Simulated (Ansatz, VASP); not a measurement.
## Two plane-wave programs on Al6N

```
Al N
1.0
     5.71430    0.00000    0.00000
    -2.85715    4.94873    0.00000
     0.00000    0.00000   22.60164
Al N
12 2
Cartesian
  1.4286 0.8248 4.0000
  0.0000 3.2992 4.0000
  4.2857 0.8248 4.0000
  2.8572 3.2992 4.0000
  0.0000 1.6496 6.3009
  -1.4286 4.1239 6.3009
  2.8572 1.6496 6.3009
  1.4286 4.1239 6.3009
  0.0000 0.0000 8.6016
  -1.4286 2.4744 8.6016
  2.8572 0.0000 8.6016
  1.4286 2.4744 8.6016
  0.6631 2.4744 11.2016
  2.1941 2.4744 11.2016
```

Alike in both runs: task single point; functional PBE; k mesh 6 × 6 × 1; occupations gaussian, width 0.1 eV; no spin polarisation.

```csv
,VASP,Ansatz
version,VASP 6.6.1,Ansatz 0.2.0
potentials or method,"VASP PAW PBE potentials, release 64 (Al, N)","scalar-relativistic, plane waves, PAW"
plane-wave cutoff (eV),520,420
valence electrons in the cell,46,46
```

```tsv
	VASP	Ansatz	Ansatz less VASP
gap on the k mesh at the Fermi level (eV)	none	none	-
rms of the force components (eV/Å)	2.514	2.532	+0.0172
```

Atom by atom the forces differ by 0.017 eV/Å (rms over components). A gap of «none» marks a metal or a gap that the smearing closes. With one functional, cell and mesh, what is left measures potentials, basis and numerics.
